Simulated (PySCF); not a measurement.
Molecule: `N1=CNC=C1`, C$_{3}$H$_{4}$N$_{2}$.

Mapped SMILES: `[cH:1]1[cH:2][nH:3][cH:4][n:5]1` (H(Xn): hydrogen on atom n).

Geometry PBE0-D3(BJ)/def2-SVP throughout; GIAO in PySCF 2.14, gas phase, one conformer, non-relativistic; equivalent atoms averaged; basis pcSseg-2.

For orientation, B97-2 gives these absolute shieldings σ: C4 46.3, C1 47.2, C2 65.3, N5 -37.8, N3 86.0, H(N3) 22.87, H(C4) 23.88, H(C1) 24.02, H(C2) 24.35 ppm.

A run gave: C4 38.6, C1 37.6, C2 57.2, N5 -48.0, N3 76.5, H(N3) 22.91, H(C4) 23.99, H(C1) 24.09, H(C2) 24.40 ppm (absolute shieldings σ).

Problem. Which functional was used in that run?
A. BLYP
B. WP04
C. HF
D. LDA

Solution. A. H(N3) tells them apart best: BLYP gives 22.91, HF gives 23.27, WP04 gives 23.29, LDA gives 22.16 ppm.
